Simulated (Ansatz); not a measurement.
AlN in Ansatz: the effect of functional

The system is AlN.

```
CELL_PARAMETERS angstrom
0.00000 2.18399 2.18399
2.18399 0.00000 2.18399
2.18399 2.18399 0.00000
ATOMIC_POSITIONS crystal
Al 0.00000 0.00000 0.00000
N 0.25000 0.25000 0.25000
```

Measurements of this composition are mostly on another form, of space group No. 186.

Alike in all runs:

| Item | Value |
| --- | --- |
| Program | Ansatz 0.2.0 |
| Task | single point |
| Potentials or basis | all-electron PAW datasets made for the crystal |
| k mesh | 8 × 8 × 8 |
| Occupations | fermi-dirac, width 0.05 eV |
| Spin | no spin polarisation |

```tsv
functional	cutoff	gap on the mesh (eV)	pressure (GPa)
PBEsol	360 eV (chosen from the basis error)	3.19	1.2
HSE06	470 eV (chosen from the basis error)	?	?
PBE0	470 eV (chosen from the basis error)	5.28	-0.5
```

Question: What does the run with functional HSE06 give?

Answer: gap on the mesh 4.54 eV; pressure -0.5 GPa.

A k mesh can miss the band edges.

The runs don't all hold the same shells in valence.
